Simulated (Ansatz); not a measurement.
**Contact densities of NiO against volume**

```
Ni O
1.0
     0.00000    2.09131    2.09131
     2.09131    0.00000    2.09131
     2.09131    2.09131    0.00000
Ni O
1 1
Direct
  0.00000 0.00000 0.00000
  0.50000 0.50000 0.50000
```

Atom numbers follow the list: Ni1, O2.

The cell is COD entry 4320487, as deposited and not checked against the literature; nothing was relaxed.

Semilocal functionals without U often leave such compounds metallic or with too small a gap, and the real magnetic order may differ.

Other magnetic orders may lie lower; this is the state that the run reached.

The calculation used DFT, PBE, all-electron PAW with datasets made for the crystal, scalar-relativistic in Ansatz 0.2.0.

Sampling and basis: a Γ-centred 17×17×17 k mesh, Fermi–Dirac smearing of 0.03 eV, cutoff 420 eV (chosen by the program for this cell), spin-polarised from start moments Ni1 1.5 μB.

The contact density is the mean electron density over the nuclear volume; its changes set Mössbauer isomer shifts. B(contact) includes core polarisation and is positive along the moment of the spin-up electrons. Changes below are taken from the unscaled cell, where it is 130458 e/Å³ at Ni1, 2158.24 e/Å³ at O2.

Volumes at which the program chose other datasets or cutoffs are left out.

B(contact) is what remains of large core and valence terms of opposite sign; semilocal functionals underestimate the core part, so small values are uncertain even in sign.

```csv
V/V(cell),P (GPa),Δρ(0) Ni1 (e/Å³),Δρ(0) O2 (e/Å³),B(contact) Ni1 (T),B(contact) O2 (T),cell moment (μB)
0.9900,6.6,0.13,-0.03,-7.1,21.6,1.76
1.0000,4.7,0.00,0.00,-7.4,21.3,1.79
1.0100,2.9,-0.12,0.03,-7.8,21.1,1.82
1.0200,1.2,?,0.06,-8.1,20.8,1.84
1.0400,-2.0,?,?,-8.7,20.3,1.88
```

(1) What belongs in the row "1.0400", column "Δρ(0) Ni1 (e/Å³)"?

(2) Give the missing entry: row "1.0200", column "Δρ(0) Ni1 (e/Å³)".

(3) Give the missing entry: row "1.0400", column "Δρ(0) O2 (e/Å³)".

The datasets are made afresh for each cell, so very small changes are uncertain.

## Answers

(1) -0.46.

(2) -0.23.

(3) 0.14.
